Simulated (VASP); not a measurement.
# EuO2 (I4/mmm) in VASP: further runs

One crystal, EuO2, is run at these levels: TPSS, r2SCAN+rVV10; tasks: relaxation of cell and atoms.

Program: VASP 6.6.1. These are calculated values, not measurements. Logs are shortened: lines on timing, memory, paths and dates and some standing lists are left out, and cuts for length are marked.

## Step 1: Starting point

Symmetry: I4/mmm, No. 139, tetragonal system. Conventional cell: a = 3.861 Å, b = 3.861 Å, c = 5.477 Å, α = 90.00°, β = 90.00°, γ = 90.00°. Around Eu (site symmetry 4/mmm) lie 8 O at 2.37 Å. Around O (site symmetry -4m2) lie 4 Eu at 2.37 Å.

The cell comes from a database or a generator and needn't be the stable form of this composition.

## Step 2: Relaxation of cell and atoms, TPSS, collinear spin, ferromagnetic start

Input file INCAR:

```
ALGO = Normal
EDIFF = 1E-7
EDIFFG = -0.01
ENCUT = 600
IBRION = 2
ISIF = 3
ISMEAR = 0
ISPIN = 2
LASPH = True
LCHARG = False
LMAXMIX = 6
LMIXTAU = True
LORBIT = 11
LREAL = False
LWAVE = False
MAGMOM = 7 0 0
METAGGA = TPSS
NELM = 120
NSW = 40
PREC = Accurate
SIGMA = 0.05
```

Input file KPOINTS:

```
k-points
0
Gamma
  7 7 7
```

Input file POSCAR:

```
EuO2
1.0
   -1.9305536475      1.9305536475      2.7386088345
    1.9305536475     -1.9305536475      2.7386088345
    1.9305536475      1.9305536475     -2.7386088345
Eu O
1 2
Direct
    0.5000000000      0.5000000000      0.0000000000
    0.2500000000      0.7500000000      0.5000000000
    0.7500000000      0.2500000000      0.5000000000
```

Potentials or basis: VASP PAW PBE potentials, release 64 (Eu, O).

Launch:

```sh
> cat potpaw_PBE.64/Eu/POTCAR potpaw_PBE.64/O/POTCAR > POTCAR
> mpirun -np 1 vasp_std > vasp.out
```

OUTCAR:

```text
EDIFF = 1E-7
   EDIFFG = -0.01
   ENCUT = 600
   IBRION = 2
   ISIF = 3
   ISMEAR = 0
   ISPIN = 2
   LASPH = True
   LORBIT = 11
   LREAL = False
   METAGGA = TPSS
   NELM = 120
   NSW = 40
   PREC = Accurate

 ion  position               nearest neighbor table
   1  0.500  0.500  0.000-   2 2.37   3 2.37   2 2.37   3 2.37   2 2.37   3 2.37   2 2.37   3 2.37

   2  0.250  0.750  0.500-   1 2.37   1 2.37   1 2.37   1 2.37
   3  0.750  0.250  0.500-   1 2.37   1 2.37   1 2.37   1 2.37

  LATTYP: Found a body centered tetragonal cell.
 ALAT       =     3.8611072950
 C/A-ratio  =     1.4185613739

  Lattice vectors:

 A1 = (  -1.9305536475,   1.9305536475,   2.7386088345)
 A2 = (   1.9305536475,  -1.9305536475,   2.7386088345)
 A3 = (   1.9305536475,   1.9305536475,  -2.7386088345)

Analysis of symmetry for initial positions (statically):
=====================================================================
 Subroutine PRICEL returns:
 Original cell was already a primitive cell.

 Routine SETGRP: Setting up the symmetry group for a
 body centered tetragonal supercell.

 Subroutine GETGRP returns: Found 16 space group operations
 (whereof 16 operations were pure point group operations)
 out of a pool of 16 trial point group operations.

The static configuration has the point symmetry D_4h.

Analysis of symmetry for dynamics (positions and initial velocities):
=====================================================================
 Subroutine PRICEL returns:
 Original cell was already a primitive cell.

 Routine SETGRP: Setting up the symmetry group for a
 body centered tetragonal supercell.

 Subroutine GETGRP returns: Found 16 space group operations
 (whereof 16 operations were pure point group operations)
 out of a pool of 16 trial point group operations.

The dynamic configuration has the point symmetry D_4h.

Analysis of structural, dynamic, and magnetic symmetry:
=====================================================================
 Subroutine PRICEL returns:
 Original cell was already a primitive cell.

 Routine SETGRP: Setting up the symmetry group for a
 body centered tetragonal supercell.

 Subroutine GETGRP returns: Found 16 space group operations
 (whereof 16 operations were pure point group operations)
 out of a pool of 16 trial point group operations.

The overall configuration has the point symmetry D_4h.

 Subroutine INISYM returns: Found 16 space group operations
 (whereof 16 operations are pure point group operations),
 and found     1 'primitive' translations

----------------------------------------------------------------------------------------

                                     Primitive cell

  volume of cell :      40.8276

  direct lattice vectors                    reciprocal lattice vectors
    -1.930553648  1.930553648  2.738608834     0.000000000  0.258993062  0.182574449
     1.930553648 -1.930553648  2.738608834     0.258993062  0.000000000  0.182574449
     1.930553648  1.930553648 -2.738608834     0.258993062  0.258993062  0.000000000

  length of vectors
     3.867047080  3.867047080  3.867047080     0.316876688  0.316876688  0.366271500

  position of ions in fractional coordinates (direct lattice)
     0.500000000  0.500000000  0.000000000
     0.250000000  0.750000000  0.500000000
     0.750000000  0.250000000  0.500000000

  ion indices of the primitive-cell ions
   primitive index   ion index
                 1           1
                 2           2
                 3           3

----------------------------------------------------------------------------------------

 KPOINTS: k-points

Automatic generation of k-mesh.
 Grid dimensions read from file:
 generate k-points for:    7    7    7

 Generating k-lattice:

  Cartesian coordinates                     Fractional coordinates (reciprocal lattice)
     0.000000000  0.036999009  0.026082064     0.142857143 -0.000000000  0.000000000
     0.036999009  0.000000000  0.026082064    -0.000000000  0.142857143  0.000000000
     0.036999009  0.036999009  0.000000000     0.000000000  0.000000000  0.142857143

  Length of vectors
     0.045268098  0.045268098  0.052324500

  Shift w.r.t. Gamma in fractional coordinates (k-lattice)
     0.000000000  0.000000000  0.000000000

 Subroutine IBZKPT returns following result:
 ===========================================

 Found     40 irreducible k-points:

 Following reciprocal coordinates:
            Coordinates               Weight
  0.000000  0.000000  0.000000      1.000000
  0.142857  0.000000 -0.000000      8.000000
  0.285714  0.000000  0.000000      8.000000
  0.428571  0.000000  0.000000      8.000000
  0.142857  0.142857  0.000000      8.000000
  0.285714  0.142857 -0.000000     16.000000
[... 16 lines left out ...]
 -0.142857  0.285714  0.142857      8.000000
 -0.428571  0.428571  0.142857      8.000000
 [... further k-points ...]
   k-points           NKPTS =     40   k-points in BZ     NKDIM =     40   number of bands    NBANDS=     22
   number of dos      NEDOS =    301   number of ions     NIONS =      3
   total plane-waves  NPLWV =  32768
   dimension x,y,z NGX =    32 NGY =   32 NGZ =   32
   dimension x,y,z NGXF=    64 NGYF=   64 NGZF=   64
   ions per type =               1   2
   NGX,Y,Z   is equivalent  to a cutoff of  13.76, 13.76, 13.76 a.u.
   NGXF,Y,Z  is equivalent  to a cutoff of  27.51, 27.51, 27.51 a.u.
 SYSTEM =  unknown system
   PREC   = accura    normal or accurate (medium, high low for compatibility)
   ISTART =      0    job   : 0-new  1-cont  2-samecut
   ICHARG =      2    charge: 1-file 2-atom 10-const
   ISPIN  =      2    spin polarized calculation?
   LNONCOLLINEAR =      F non collinear calculations
   LSORBIT =      F    spin-orbit coupling
   LASPH  =      T    aspherical Exc in radial PAW
   ENCUT  =  600.0 eV  44.10 Ry    6.64 a.u.   7.72  7.72  7.72*2*pi/ulx,y,z
   NELM   =    120;   NELMIN=  2; NELMDL= -5     # of ELM steps
   EDIFF  = 0.1E-06   stopping-criterion for ELM
   LREAL  =      F    real-space projection
   EDIFFG = -.1E-01   stopping-criterion for IOM
   NSW    =     40    number of steps for IOM
   IBRION =      2    ionic relax: 0-MD 1-quasi-New 2-CG
   NFREE  =      1    steps in history (QN), initial steepest desc. (CG)
   ISIF   =      3    stress and relaxation
   ISYM   =      2    0-nonsym 1-usesym 2-fastsym
   POTIM  = 0.5000    time-step for ionic-motion
   TEBEG  =    0.0;   TEEND  =   0.0 temperature during run
   PSTRESS=    0.0 pullay stress
   NELECT =      29.0000    total number of electrons
   NUPDOWN=      -1.0000    fix difference up-down
   EMIN   =  10.00;   EMAX   =-10.00  energy-range for DOS
   EFERMI =   0.00;   METHOD = LEGACY
   ISMEAR =     0;   SIGMA  =   0.05  broadening in eV -4-tet -1-fermi 0-gaus
   EFERMI_NEDOS =   21; number of points for ismear=-14 and -15
   IALGO  =     38    algorithm
   IMIX   =      4    mixing-type and parameters
     AMIX     =   0.40;   BMIX     =  1.00
     AMIX_MAG =   1.60;   BMIX_MAG =  1.00
  volume/ion in A,a.u.               =      13.61        91.84
  Fermi-wavevector in a.u.,A,eV,Ry     =   1.460684  2.760292 29.029357  2.133598
  Thomas-Fermi vector in A             =   2.577104
   LORBIT       =     11    0 simple, 1 ext, 2 COOP (PROOUT), +10 PAW based schemes
   METAGGA = TPSS    functional components
   LHFCALC =     F    Hartree Fock is set to
   AEXX    =    0.0000 exact exchange contribution
   IVDW    =     0    specifies the selected vdW correction
   LEPSILON=     F    determine dielectric tensor
   LRPA    =     F    only Hartree local field effects (RPA)
 conjugate gradient relaxation of ions
 spin polarized calculation
 Gauss-broadening in eV      SIGMA  =   0.05
  energy-cutoff  :      600.00
  volume of cell :       40.83
 maximum number of plane-waves:      1376
   NGX = 15   NGY = 15   NGZ = 15

--------------------------------------- Ionic step        1  -------------------------------------------

 number of electron      29.0000007 magnetization       0.3439348

 number of electron      28.9999995 magnetization      -4.9999772

 Free energy of the ion-electron system (eV)
  ---------------------------------------------------
  ext. energy  EPLUGINS =         0.00000000
  ---------------------------------------------------
  free energy    TOTEN  =       -38.66456643 eV

  energy without entropy =      -38.65790176  energy(sigma->0) =      -38.66123410

------------------------ aborting loop because EDIFF is reached ----------------------------------------

  FORCE on cell =-STRESS in cart. coord.  units (eV):
  Direction    XX          YY          ZZ          XY          YZ          ZX
  --------------------------------------------------------------------------------------
  -------------------------------------------------------------------------------------
  Total       -0.5888860     -0.5888860     -0.6325008      0.0000000      0.0000000      0.0000000
  in kB      -23.1093661    -23.1093661    -24.8209228      0.0000000      0.0000000      0.0000000
  external PRESSURE =     -23.6798850 kB  Pullay stress =       0.0000000 kB
[... 59 lines left out ...]
  energy  without entropy=      -38.6612297882  energy(sigma->0) =      -38.66469505

--------------------------------------- Ionic step        3  -------------------------------------------

 number of electron      28.9999996 magnetization      -5.0000002

 Free energy of the ion-electron system (eV)
  ---------------------------------------------------
  ext. energy  EPLUGINS =         0.00000000
  ---------------------------------------------------
  free energy    TOTEN  =       -38.67015315 eV

  energy without entropy =      -38.66330157  energy(sigma->0) =      -38.66672736

 E-fermi :   1.9590     XC(G=0): -11.4684

 val. band max:        1.9584031563   @ k =  -0.1429   0.4286   0.1429
 cond. band min:       1.9594733861   @ k =  -0.2857  -0.4286   0.2857
 fundamental gap:      0.0010702299
 Fermi energy:         1.9590182206

 spin component 1

 k-point     1 :       0.0000    0.0000    0.0000
  band No.  band energies     occupation
      1     -36.0220      1.00000
      2     -16.0837      1.00000
      3     -14.8332      1.00000
      4     -14.8315      1.00000
      5     -14.8315      1.00000
      6     -14.7797      1.00000
[... 589 lines left out ...]
     21      10.3420      0.00000
     22      11.0124      0.00000

 [... further k-points ...]

 spin component 2

 k-point     1 :       0.0000    0.0000    0.0000
  band No.  band energies     occupation
      1     -38.6887      1.00000
      2     -16.7832      1.00000
      3     -16.7824      1.00000
      4     -16.7824      1.00000
      5     -15.3828      1.00000
      6     -13.8929      1.00000
[... 621 lines left out ...]
  FREE ENERGIE OF THE ION-ELECTRON SYSTEM (eV)
  ---------------------------------------------------
  free  energy   TOTEN  =       -38.6701531471 eV

  energy  without entropy=      -38.6633015655  energy(sigma->0) =      -38.66672736

 reached required accuracy - stopping structural energy minimisation

 total charge

# of ion       s       p       d       f       tot
--------------------------------------------------
    1        2.043   5.678   0.579   6.119  14.419
    2        1.556   3.373   0.000   0.000   4.929
    3        1.556   3.373   0.000   0.000   4.929
--------------------------------------------------
tot          5.155  12.424   0.579   6.119  24.277

 magnetization (x)

# of ion       s       p       d       f       tot
--------------------------------------------------
    1        0.011   0.220  -0.072  -5.861  -5.702
    2        0.005   0.418   0.000   0.000   0.423
    3        0.005   0.418   0.000   0.000   0.423
--------------------------------------------------
tot          0.021   1.057  -0.072  -5.861  -4.855
```

Run time: 15 min. Hardware: 1 thread of Intel Xeon 6975P-C (Granite Rapids), shared host; peak memory 0.31 GiB.

What came out:

```yaml
Free_energy: -38.6702 eV
Relaxed_volume: 13.36 Å³/atom
Relaxed_cell: a = 3.843 Å, b = 3.843 Å, c = 3.843 Å, α = 120.09°, β = 120.09°, γ = 89.85°
Space_group_after_relaxing_to_0.05_Å: Fm-3m (No. 225)
Energy_gained_by_relaxing: 1.9 meV/atom
Ionic_steps: 3
Pressure_after_relaxing: 0.0 GPa
Band_gap_on_the_k_mesh: none (metal or under the smearing width)
Net_moment: -5.00 μB per cell
Site_moments: Eu -5.70; O +0.42 μB
Valence_electrons_inside_the_program's_atomic_spheres: Eu 14.42; O 4.93
```

Step by step:
```tsv
step	energy change (eV)	largest force (eV/Å)	pressure (GPa)	volume (Å³)
1	0.0000	0.0000	-2.37	40.83
2	-0.0036	0.0000	1.50	39.65
3	-0.0056	0.0000	0.00	40.08
```

Final structure:
```
CELL_PARAMETERS angstrom
-1.91905 1.91905 2.72108
1.91905 -1.91905 2.72108
1.91905 1.91905 -2.72108
ATOMIC_POSITIONS crystal
Eu 0.50000 0.50000 0.00000
O 0.25000 0.75000 0.50000
O 0.75000 0.25000 0.50000
```

Caveat: the PAW data sets were made with another functional, which shifts forces and pressure a little; spin-orbit coupling is left out, which moves the levels of the heavy elements; a cell with one magnetic atom can't hold antiferromagnetic order, which such compounds often take; without U or exact exchange the open f shell lies at the Fermi level, which spoils levels, moments and volumes.

[end of part 1 of 2]
